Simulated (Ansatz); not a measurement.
Level of theory: DFT PBE, scalar-relativistic, plane waves, PAW in Ansatz. Settings: cutoff 420 eV, Γ-centred meshes spaced at most about 0.3 Å⁻¹, and about 0.25 Å⁻¹ or finer for metals (2π included), Gaussian smearing. No spin polarisation.

Temperature and zero-point effects are left out.

Compare these two cells of BaH, each relaxed at this level.

1.

```xyz
2
Lattice="0.0000 3.0698 3.0698 3.0698 0.0000 3.0698 3.0698 3.0698 0.0000" Properties=species:S:1:pos:R:3 pbc="T T T"
Ba    0.0000    0.0000    0.0000
H     4.6047    4.6047    4.6047
```

2.

```xyz
4
Lattice="4.7952 0.0000 0.0000 -2.3976 4.1527 0.0000 0.0000 0.0000 5.6860" Properties=species:S:1:pos:R:3 pbc="T T T"
Ba    0.0000    2.7685    4.2645
Ba    2.3976    1.3842    1.4215
H     0.0000    2.7685    1.4215
H     2.3976    1.3842    4.2645
```

**Question.** Which is lower in energy, and by how much?

**Answer.** Cell 2 is lower, by 40 meV/atom. Cell 1 has the zinc blende type, space group F-43m (No. 216), 28.9 Å³/atom and no gap on its mesh; cell 2 has space group P6_3/mmc (No. 194), 28.3 Å³/atom and no gap. Counting H atoms around Ba (those within 1.25 times the shortest such distance or 1.15 times the sum of covalent radii, 1.27 where that leaves under three), cell 1 has Ba 4 and cell 2 has Ba 5. Both come from invented guesses.

With hydrogen, zero-point motion can shift such differences by 10 meV/atom or more. Cells relaxed within their symmetry can be saddle points.
